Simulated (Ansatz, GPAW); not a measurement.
# benzoquinonedithiol between two Pd chains: relaxation, then transmission at several levels, part 4 of 4

How well does benzoquinonedithiol between two Pd chains conduct once its atoms have relaxed, and how much do cheaper levels lose?

GPAW 26.7.0 and Ansatz 0.2.0; Ansatz plane waves; relaxation of the junction with the lead ends held; PAW set soft_1 (the session's first sound run).

So far, transmission at the Fermi level (one spin): step 3 (plane waves, PBE) 0.393; step 5 (GPAW, szp: basis = "szp(dzp)", PBE, GPAW) 0.0824; step 6 (minimal basis, PBE, GPAW) 0.0332; step 7 (RPBE in the dzp basis: xc = "RPBE") 0.270; step 8 (without the relaxation: geometry = "as built", PBE, GPAW) 0.748.

## 10. Comparison

The curves are compared point by point over the common energies.

This step: comparison of transmission and cost over codes, levels and geometry; PAW set soft_1 (GPAW 26.7.0).

Ladder, by row:

| step | code | T at the Fermi level (sum over the listed spins) | conductance (G0) | r.m.s. T(E) from the first | wall time (s) | peak memory (GiB) | threads |
| --- | --- | --- | --- | --- | --- | --- | --- |
| pw-pbe | Ansatz | 0.3927 | 0.4499 | 0 | 5970 | 6.604 | 4 |
| dzp | GPAW | 0.3262 | 0.4005 | 0.154 | 681.9 | 3.06 | 1 |
| szp | GPAW | 0.08243 | 0.2212 | 0.2201 | 434.4 | 2.91 | 1 |
| sz | GPAW | 0.03318 | 0.0949 | 0.2722 | 331.3 | 2.79 | 1 |
| dzp-RPBE | GPAW | 0.2704 | 0.3728 | 0.1624 | 718.6 | 3.06 | 1 |
| asbuilt | GPAW | 0.7478 | 0.7154 | 0.3215 | 499 | 3.06 | 1 |

Transmission, zone mean, sum over the listed spins against energy, zero at the Fermi level:

| energy (eV) | pw-pbe | dzp | szp | sz | dzp-RPBE | asbuilt |
| --- | --- | --- | --- | --- | --- | --- |
| -2.000 | 0.00846 | 0.00715 | 0.0104 | 0.00769 | 0.00727 | 0.0109 |
| -1.875 | 0.991 | 0.314 | 0.972 | 0.913 | 0.233 | 0.0204 |
| -1.800 | 0.666 | 0.782 | 0.397 | 0.147 | 0.796 | 0.0323 |
| -1.750 | 1.02 | 1.02 | 0.130 | 0.0710 | 1.02 | 0.0458 |
| -1.600 | 0.184 | 0.169 | 0.0816 | 0.0516 | 0.162 | 0.146 |
| -1.400 | 0.245 | 0.192 | 0.152 | 0.100 | 0.191 | 0.470 |
| -1.200 | 0.320 | 0.287 | 0.0891 | 0.156 | 0.274 | 0.411 |
| -1.000 | 0.0587 | 0.109 | 0.00657 | 0.0316 | 0.0933 | 0.221 |
| -0.800 | 0.0749 | 0.0801 | 0.0191 | 0.00889 | 0.0813 | 0.775 |
| -0.725 | 0.282 | 0.0750 | 0.211 | 0.987 | 0.0779 | 0.459 |
| -0.675 | 1.02 | 0.411 | 0.186 | 0.0738 | 0.419 | 0.418 |
| -0.625 | 0.332 | 0.790 | 1.09 | 0.128 | 0.698 | 0.974 |
| -0.600 | 0.321 | 0.358 | 0.470 | 0.229 | 0.302 | 1.04 |
| -0.575 | 1.01 | 0.230 | 0.0761 | 0.326 | 0.212 | 0.774 |
| -0.400 | 0.385 | 0.209 | 0.209 | 0.116 | 0.219 | 1.14 |
| -0.300 | 1.74 | 1.67 | 1.14 | 1.20 | 1.65 | 1.15 |
| -0.275 | 1.49 | 1.63 | 0.952 | 1.26 | 1.48 | 1.14 |
| -0.200 | 0.557 | 0.623 | 0.724 | 0.941 | 0.593 | 1.12 |
| 0.000 | 0.393 | 0.326 | 0.0824 | 0.0332 | 0.270 | 0.748 |
| 0.200 | 0.00659 | 0.00587 | 0.00294 | 0.00224 | 0.00572 | 0.0262 |
| 0.400 | 0.00317 | 0.00275 | 0.00158 | 9.7e-4 | 0.00258 | 0.00356 |
| 0.600 | 0.00201 | 0.00167 | 0.00112 | 5.6e-4 | 0.00156 | 7.0e-4 |
| 0.800 | 0.00131 | 0.00104 | 8.1e-4 | 3.3e-4 | 9.7e-4 | 9.5e-5 |
| 1.000 | 8.2e-4 | 6.1e-4 | 5.5e-4 | 1.6e-4 | 5.6e-4 | 8.1e-7 |
| 1.200 | 4.6e-4 | 3.1e-4 | 3.3e-4 | 5.0e-5 | 2.8e-4 | 7.6e-5 |
| 1.400 | 2.0e-4 | 1.1e-4 | 1.6e-4 | 1.6e-6 | 9.2e-5 | 2.2e-4 |
| 1.600 | 3.9e-5 | 6.9e-6 | 4.3e-5 | 2.4e-5 | 2.9e-6 | 4.0e-4 |
| 1.800 | 1.0e-5 | 4.5e-5 | 7.9e-8 | 1.4e-4 | 5.8e-5 | 5.9e-4 |
| 2.000 | 2.2e-4 | 3.3e-4 | 6.9e-5 | 3.8e-4 | 3.7e-4 | 8.0e-4 |

## 11. K-points along the lead 4, potential alignment off

The lead's own mesh along the current sets its density and potential; where the lead is aligned to the junction's end layer, a rigid shift drops out. Without the shift, lead and junction are matched by their Fermi levels alone.

This step: GPAW LCAO, PAW setups; Landauer transmission from Green's functions with principal layers (ASE), zero bias (GPAW 26.7.0).

run.py

```python
import json
import numpy as np
from ase import Atoms
from ase.transport.calculators import TransportCalculator
from gpaw import GPAW, FermiDirac
from gpaw.lcao.tools import get_lcao_hamiltonian
from scipy.linalg import eigh

# The junction with lead layers at both ends, along the third cell vector
device = Atoms(
    ['Pd', 'Pd', 'Pd', 'Pd', 'Pd', 'Pd', 'Pd', 'Pd', 'S', 'H', 'C', 'C', 'C', 'O', 'O', 'C', 'C', 'C', 'H', 'S', 'Pd', 'Pd', 'Pd', 'Pd', 'Pd', 'Pd', 'Pd', 'Pd'],
    positions=[
        [5.91550, 4.50000, 1.25000],
        [5.91550, 4.50000, 3.75000],
        [5.91550, 4.50000, 6.25000],
        [5.91550, 4.50000, 8.75000],
        [5.91550, 4.50000, 11.25000],
        [5.91550, 4.50000, 13.75000],
        [5.65350, 4.49625, 16.28554],
        [6.52954, 4.50953, 18.76742],
        [4.98344, 4.49740, 20.36895],
        [7.73964, 4.51299, 21.70880],
        [5.60553, 4.50018, 21.99575],
        [6.90965, 4.50783, 22.41752],
        [4.51586, 4.49120, 23.05649],
        [3.32567, 4.48168, 22.74494],
        [8.50517, 4.51489, 24.14164],
        [7.31487, 4.50884, 23.82885],
        [4.92160, 4.49585, 24.46831],
        [6.22558, 4.50469, 24.88924],
        [4.09117, 4.49065, 25.17656],
        [6.84894, 4.50999, 26.51638],
        [5.30456, 4.51054, 28.11970],
        [6.17839, 4.49346, 30.60199],
        [5.91550, 4.50000, 33.13731],
        [5.91550, 4.50000, 35.63731],
        [5.91550, 4.50000, 38.13731],
        [5.91550, 4.50000, 40.63731],
        [5.91550, 4.50000, 43.13731],
        [5.91550, 4.50000, 45.63731]],
    cell=[[11.831, 0.0, 0.0], [0.0, 9.0, 0.0], [0.0, 0.0, 46.88731]],
    pbc=True)

# One principal layer of the lead: the first 5 atoms of the device
lead = Atoms(
    ['Pd', 'Pd', 'Pd', 'Pd', 'Pd'],
    positions=[
        [5.91550, 4.50000, 1.25000],
        [5.91550, 4.50000, 3.75000],
        [5.91550, 4.50000, 6.25000],
        [5.91550, 4.50000, 8.75000],
        [5.91550, 4.50000, 11.25000]],
    cell=[[11.831, 0.0, 0.0], [0.0, 9.0, 0.0], [0.0, 0.0, 12.5]],
    pbc=True)

settings = dict(mode='lcao', basis='dzp', xc='PBE', h=0.18,
                occupations=FermiDirac(0.1), maxiter=250,
                mixer=dict(beta=0.1, nmaxold=8, weight=100.0),
                convergence=dict(density=0.0001))
energies = np.arange(-2, 2 + 1e-9, 0.025)
eta = 0.0001
n1, n2 = 1, 1
# k and -k transmit alike, so half of the mesh across the current serves
mesh = [(i, j) for i in range(n1) for j in range(n2) if (i, j) <= (-i % n1, -j % n2)]
weights = np.array([1 if (i, j) == (-i % n1, -j % n2) else 2 for i, j in mesh]) / (n1 * n2)

# [... helper functions left out ...]
fermi_lead = ground_state(lead, (1, 1, 4), 'lead.txt')
fermi_device = ground_state(device, (1, 1, 2), 'device.txt')
# [... loop over the mesh left out, but for ...]
        # Lead and device are aligned by their Fermi levels alone
        shift = 0.0
# [...]
kT = 8.617333e-5 * 300
bias = [0.1, 0.2, 0.5, 1.0, 1.5, 2.0]
# [... integrals and printing left out ...]
```

The run is started by

```sh
> OMP_NUM_THREADS=1 OPENBLAS_NUM_THREADS=1 python run.py
```

The program printed:

```text
basis functions: device 572, principal layer 135
Fermi level: lead -4.2660 eV, device -4.2528 eV; lead shifted by 0.0000 eV
largest coupling past the next layer 1.07e-04 eV, largest misfit of the first layer 0.037 eV
  E-E_F (eV)   T (one spin)  [channel counts left out]
    -2.000    7.1301e-03
    -1.975    8.6909e-03
    -1.950    1.2099e-02
    -1.925    2.2483e-02
    -1.900    6.5666e-02
    -1.875    3.1265e-01
    -1.850    9.7978e-01
    -1.825    8.4668e-01
    -1.800    7.8060e-01
    -1.775    8.9656e-01
    -1.750    1.0154e+00
    -1.725    8.5980e-01
    -1.700    5.6835e-01
    -1.675    3.6854e-01
    -1.650    2.5971e-01
    -1.625    2.0141e-01
[...]
1.825    6.3431e-05
     1.850    8.6432e-05
     1.875    1.1375e-04
     1.900    1.4570e-04
     1.925    1.8265e-04
     1.950    2.2498e-04
     1.975    2.7307e-04
     2.000    3.2737e-04
conductance at 300 K: 0.40251 G0 a cell; thermopower 94.07 uV/K
current from the zero-bias T(E) at 0.1 V: 3.0683 uA
current from the zero-bias T(E) at 0.2 V: 5.6528 uA
current from the zero-bias T(E) at 0.5 V: 13.712 uA
current from the zero-bias T(E) at 1.0 V: 26.638 uA
current from the zero-bias T(E) at 1.5 V: 33.649 uA
current from the zero-bias T(E) at 2.0 V: 35.896 uA
```

Run time: 11 min. Hardware: 1 thread of Arm Neoverse V1, shared host; peak memory 3.1 GiB.

The run finished with changed settings (lead_nz = 4 and align = false); it serves as a test.

Side by side:

| quantity | this run | sound run | difference |
| --- | --- | --- | --- |
| conductance (G₀) | 0.40251 | 0.40048 | 0.00203 |
| largest coupling past the next principal layer (eV) | 1.071e-4 | 1.071e-4 | 7.3e-9 |
| largest misfit of the first principal layer (eV) | 0.036607 | 0.042350 | -0.00574 |
| shift that aligns the lead (eV) | 0 | -0.0027680 | 0.00277 |
| transmission at the Fermi level (one spin) | 0.33084 | 0.32619 | 0.00464 |

## 12. What came out

- conductance: 0.400 G₀
- transmission at the Fermi level, mean of the spins: 0.326

In the dzp basis the junction conducts 0.400 G₀ at 300 K, with T = 0.326 a spin at the Fermi level; no smaller basis tried comes within 10 % of that conductance. Relaxation moved atoms by up to 0.66 Å and took the conductance from 0.715 to 0.400 G₀, as a ratio a smaller change than the step from dzp to the minimal basis. The conductance differs from T at the Fermi level because it averages T(E) over the thermal window, about 0.09 eV wide, in which T changes. Plane waves (PBE) give T = 0.393 there. At the Fermi level two eigenchannels carry the current (0.30 and 0.020). Measured against the first run (pw-pbe), the nearest curve is that of dzp (r.m.s. 0.15) and the farthest that of asbuilt (0.32). Over the compared runs wall time goes from 331 s (sz) to 5970 s (pw-pbe), on a shared host; the plane-wave run used 4 threads and the orbital runs 1. The leads kept an estimated spacing and the cell its length, so the junction may be under some tension or compression. The run had no spin polarisation, so a magnetic state, which chains and small molecules with open shells often have, wasn't tested. Semilocal functionals put molecular levels too near the Fermi level, so such conductances usually come out too high, and chain electrodes have a sharper density of states than real ones. Energies count from the junction cell's Fermi level; in the run with T = 0.326 there, the aligned lead's own level lies at -0.0028 eV, where T interpolates to 0.362; the finite cell leaves the answer open by at least that much. An evenly spaced straight chain is an idealisation: free chains tend to dimerise, zigzag or, where a band edge lies near the Fermi level, turn magnetic. The currents use the zero-bias T(E) throughout, which holds only while the bias is small against the distance to the nearest feature. Within about eight thermal energies of the Fermi level ln T(E) bends sharply from one computed energy to the next, or the lead's channel count changes, so the thermal averages, above all the thermopower, rest on an interpolation that may be rough.

[Logs are printed without paths, hosts, clocks, repeated set-up lines and the standing remarks that a program may print on its own settings, such as how far it seeks lower states.]

[Hosts, paths, dates, database ids (printed as entryN), source tags and the programs' standing remarks are cut or masked in the printed files.]
